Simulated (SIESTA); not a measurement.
Crystal: Pb.

```
Pb
1.0
     0.00000    2.47502    2.47502
     2.47502    0.00000    2.47502
     2.47502    2.47502    0.00000
Pb
1
Direct
  0.00000 0.00000 0.00000
```

| Item | Value |
| --- | --- |
| Program | SIESTA 5.4.2 |
| Task | relaxation of cell and atoms |
| Functional | PBE |
| Potentials or basis | PseudoDojo 0.4 standard (PBE files) |
| Basis | TZP (energy shift 0.002 Ry) |
| Grid cutoff | 500 Ry |
| Energy shift | 0.002 Ry |
| k mesh | 9 × 9 × 9 |
| Occupations | fermi-dirac, width 0.05 eV |
| Spin | no spin polarisation |

At the start: pressure 2.9 GPa; volume 30.32 Å³/atom.

How do energy, volume and symmetry change on relaxing?

Over 4 steps the energy falls by 16.4 meV/atom and the volume is 32.24 Å³/atom (+6.3 %); space group Fm-3m (No. 225, to 0.05 Å).

The path:
| step | energy change (eV) | largest force (eV/Å) | pressure (GPa) | volume (Å³) |
| --- | --- | --- | --- | --- |
| 1 | 0.0000 | 0.0000 | 2.95 | 30.32 |
| 2 | -0.0130 | 0.0000 | 1.18 | 31.39 |
| 3 | -0.0131 | 0.0000 | -1.16 | 33.14 |
| 4 | -0.0164 | 0.0000 | 0.00 | 32.24 |

Final structure:
```xyz
1
Lattice="0.0001 2.5261 2.5261 2.5261 0.0001 2.5261 2.5261 2.5261 0.0001" Properties=species:S:1:pos:R:3 pbc="T T T"
Pb    0.0000    0.0000    0.0000
```

Caveat: semicore shells carry a single zeta, which can move pressures by several GPa and volumes by a few percent; the basis of atomic orbitals isn't converged, which shifts pressures, moduli and gaps.
